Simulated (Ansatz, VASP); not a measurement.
**Two plane-wave programs on SrO**

INCAR

```
PREC = Accurate ; ENCUT = 520
EDIFF = 1E-6 ; ISMEAR = 0
SIGMA = 0.05 ; LREAL = F
LASPH = T ; NELM = 80
ALGO = Normal ; ISIF = 2
LWAVE = F ; LCHARG = F
NBANDS = 24
```

Contents of KPOINTS:

```
regular mesh
0
Gamma
  9 9 4
```

The input POSCAR:

```
SrO
1.0
    3.7510896605      0.0000000000      0.0000000000
   -1.8755448302      3.2485389379      0.0000000000
    0.0000000000      0.0000000000      5.5788932591
Sr O
2 2
Direct
    0.3333333333      0.6666666667      0.2500000000
    0.6666666667      0.3333333333      0.7500000000
    0.0000000000      0.0000000000      0.0000000000
    0.0000000000      0.0000000000      0.5000000000
```

Input for Ansatz:

```yaml
crystal:
  lattice:
    - [3.7510896605, 0.0, 0.0]
    - [-1.8755448302, 3.2485389379, 0.0]
    - [0.0, 0.0, 5.5788932591]
  atoms:
    - { symbol: Sr, position: [0.3333333333, 0.6666666667, 0.25] }
    - { symbol: Sr, position: [0.6666666667, 0.3333333333, 0.75] }
    - { symbol: O, position: [0.0, 0.0, 0.0] }
    - { symbol: O, position: [0.0, 0.0, 0.5] }
basis:
  ecutwfc: 420
kpoints:
  mp_grid: { grid: [9, 9, 4] }
hamiltonian:
  xc: lda
scf:
  occupations: { method: gaussian, width: 0.05 }
output:
  forces: true
  stress: true
  eigenvalues: true
```

Alike in both runs: task single point; functional LDA; k mesh 9 × 9 × 4; occupations gaussian, width 0.05 eV; no spin polarisation.

|  | VASP | Ansatz |
| --- | --- | --- |
| version | VASP 6.6.1 | Ansatz 0.2.0 |
| potentials or method | VASP PAW LDA potentials, release 64 (Sr_sv, O) | scalar-relativistic, plane waves, PAW |
| plane-wave cutoff (eV) | 520 | 420 |
| valence electrons in the cell | 32 | 32 |

|  | VASP | Ansatz | Ansatz less VASP |
| --- | --- | --- | --- |
| gap on the k mesh at the Fermi level (eV) | 1.62 | 1.61 | -0.008 |
| least direct gap on the mesh (eV) | 1.62 | 1.61 | -0.008 |
| pressure (GPa) | -3.9 | -4.5 | -0.61 |
| largest component of the traceless stress (GPa) | 17.70 | 17.76 | +0.057 |

Caveats: an odd mesh through Γ misses points on the zone boundary, where band edges often lie. As with any semilocal functional, this LDA gap is likely too small.
